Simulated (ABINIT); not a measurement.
Runs of ABINIT 10.8.3 (patched build) on Ge. The structure is cubic, space group Fd-3m (No. 227). Conventional cell: a = 5.658 Å, b = 5.658 Å, c = 5.658 Å, α = 90.00°, β = 90.00°, γ = 90.00°. Ge (site symmetry -43m) has 4 Ge at 2.45 Å as nearest neighbours. 

```tsv
task	level	potentials or basis	cell	k mesh	cutoff (eV)	cell freedom (optcell)	optimiser (ionmov)	cutoff smearing ecutsm (Ha)	force stop (Ha/bohr)	stop of the response cycle (tolvrs)	gap on the mesh (eV)	pressure (GPa)
relaxation of cell and atoms	PBEsol	PseudoDojo NC SR PBEsol v0.4.1 standard	relaxed	6 × 6 × 6	1061	2	2	0.5	2e-05	-	none	0.0
single point	PBEsol	PseudoDojo NC SR PBEsol v0.4.1 standard	as given	6 × 6 × 6	952	-	-	-	-	-	none	-1.2
single point	PBE	PseudoDojo NC SR PBE v0.4.1 standard	as given	6 × 6 × 6	952	-	-	-	-	-	none	-
single point	PBEsol	PseudoDojo NC SR PBEsol v0.4.1 standard	cell relaxed	6 × 6 × 6	1061	-	-	-	-	-	none	0.0
phonons	PBEsol	PseudoDojo NC SR PBEsol v0.4.1 standard	cell relaxed at zero pressure by an earlier run	4 × 4 × 4, with 4 shifts	1061	-	-	0.5	-	1e-09	-	(a)
```

Alike in all rows: no spin polarisation; smearing fermi-dirac 0.05 eV.

Question: Estimate the missing entries.

Answer: (a) -0.2.

Caveats: this crystal is a semiconductor, whose small gap the functional closes, so the metal is an error of the method (some runs); the mesh is coarse for a metal's response (some runs).

A k mesh can miss the band edges, and the runs leave out spin-orbit coupling on Ge.

A gap of «none» marks a metal or a gap under the smearing width.
